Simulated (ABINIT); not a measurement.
Crystal: Sb.

```
Sb
1.0
     2.15420    1.24373    3.75800
    -2.15420    1.24373    3.75800
     0.00000   -2.48746    3.75800
Sb
2
Direct
  0.76651 0.76651 0.76651
  0.23349 0.23349 0.23349
```

* Program: ABINIT 10.8.3 (patched build)
* Task: relaxation of cell and atoms
* Functional: PBE
* Potentials or basis: PseudoDojo NC SR PBE v0.4.1 standard
* Cutoff: 1088 eV
* k mesh: 6 × 6 × 6
* Occupations: fermi-dirac, width 0.05 eV
* Spin: no spin polarisation

At the start: pressure 2.8 GPa; volume 30.21 Å³/atom.

Problem. Where does the relaxation end?

Solution. Over 14 steps the energy falls by 15.0 meV/atom and the volume is 32.16 Å³/atom (+6.5 %); space group R-3m (No. 166, to 0.05 Å).

The path:
```
step  energy change (eV)  largest force (eV/Å)  pressure (GPa)  volume (Å³)
   1              0.0000                0.0945            2.83        60.41
   2             -0.0085                0.0389            2.27        60.94
   3             -0.0250                0.1508            0.22        63.14
   4             -0.0257                0.1534            0.06        63.38
   5             -0.0275                0.1213           -0.24        63.98
   6             -0.0287                0.0600           -0.26        64.26
   7             -0.0292                0.0020           -0.10        64.24
   8             -0.0293                0.0124            0.00        64.14
   9             -0.0294                0.0175            0.08        64.06
  10             -0.0296                0.0197            0.15        64.01
  11             -0.0298                0.0156            0.16        64.05
  12             -0.0299                0.0064            0.09        64.19
  13             -0.0300                0.0008            0.02        64.29
  14             -0.0300                0.0000            0.00        64.32
```

Final structure:
```xyz
2
Lattice="2.1897 1.2642 3.8725 -2.1897 1.2642 3.8725 0.0000 -2.5284 3.8725" Properties=species:S:1:pos:R:3 pbc="T T T"
Sb    0.0000    0.0000    8.9280
Sb    0.0000    0.0000    2.6895
```
